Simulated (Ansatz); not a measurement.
**Random displacements in SnO**

Computed with DFT r2SCAN, scalar-relativistic, plane waves, PAW in Ansatz 0.2.0. The runs took a 500 eV cutoff, a Γ-centred 8×6×6 mesh and Gaussian smearing (0.05 eV). No spin polarisation. Energies are free energies at this smearing, counted from the undisturbed cell; pressure is positive in compression.

Zero of the scan (as given, not relaxed at this level; this form isn't the usual structure):

```
Sn O
1.0
     3.35500    0.00000    0.00000
     0.00000    5.67410    0.00000
     0.00000    0.00000    4.22197
Sn O
2 2
Direct
  0.00000 0.23191 0.51314
  0.50000 0.76809 0.01314
  0.00000 0.89125 0.73686
  0.50000 0.10875 0.23686
```

The cell holds layers and no dispersion correction was added, so their binding is poorly described.

After a displacement of all atoms with no net shift and a strain of the cell, the run gives ΔE = 12.5 meV/atom; stress (xx, yy, zz, yz, xz, xy; compression positive) (-0.07, -0.08, -0.29, 1.25, 1.60, 0.53) GPa; gap on the mesh 1.66 eV.

```tsv
atom	Fx (eV/Å)	Fy	Fz
Sn1	0.524	0.369	0.701
Sn2	0.047	0.515	-0.307
O3	-0.067	0.081	0.146
O4	-0.505	-0.964	-0.541
```

**Question.** Which displacements (Å, in the unstrained cell) and strain were applied?

**Answer.**
```
atom ux uy uz
 Sn1  -0.05  -0.02  -0.05
 Sn2   0.03  -0.02   0.03
  O3   0.01  -0.01   0.01
  O4   0.01   0.05   0.00
```
Strain (Voigt, engineering shear): (-0.0112, -0.0184, -0.0002, 0.0041, -0.0184, 0.0176).

Cost: 1 run of about 2.2 core-minutes, on Intel Xeon Processor @ 2.50GHz (Skylake/Cascade Lake) (shared hosts).